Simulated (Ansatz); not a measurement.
## TiAl: clamped-ion strain scan

Level of theory: DFT PBE, scalar-relativistic, plane waves, PAW (Ansatz 0.2.0). Cutoff 420 eV, Γ-centred 16×16×12 k-points, Gaussian smearing of 0.15 eV. No spin polarisation. Energies are free energies at this smearing, counted from the undisturbed cell; pressure is positive in compression.

Zero of the scan (as given, not relaxed at this level; it stands at -0.7 GPa, and it needn't be the usual structure):

```xyz
2
Lattice="2.8373 0.0000 0.0000 0.0000 2.8373 0.0000 0.0000 0.0000 4.0591" Properties=species:S:1:pos:R:3 pbc="T T T"
Ti    0.0000    0.0000    0.0000
Al    1.4186    1.4186    2.0295
```

The cell is strained by ε times the Voigt pattern (1, -1, 0, 0, 0, 0) (xx, yy, zz, yz, xz, xy; engineering shear) with fractional coordinates fixed. The cell is metallic on the mesh throughout.

| ε | ΔE (meV/atom) | stress summed along the pattern (GPa, tension positive) | pressure (GPa) |
| --- | --- | --- | --- |
| -0.1000 | 141.6 | -28.01 | 2.9 |
| -0.0500 | ? | ? | 0.2 |
| 0.0000 | 0.0 | 0.00 | -0.7 |
| 0.0250 | 8.5 | ? | ? |
| 0.0625 | 53.5 | 16.92 | 0.7 |
| 0.0750 | 77.7 | 20.72 | 1.3 |
| 0.0875 | 107.1 | 24.49 | 2.0 |

By symmetry 0.1000 repeats -0.1000, -0.0750 repeats 0.0750, 0.0500 repeats -0.0500, -0.0250 repeats 0.0250 in energy; the slope of the energy along the path changes sign there.

(1) Give the withheld values.

Results:

(1) ΔE (meV/atom) at ε = -0.0500: 34.1; stress summed along the pattern (GPa, tension positive) at ε = -0.0500: -13.36; stress summed along the pattern (GPa, tension positive) at ε = 0.0250: 6.70; pressure (GPa) at ε = 0.0250: -0.5.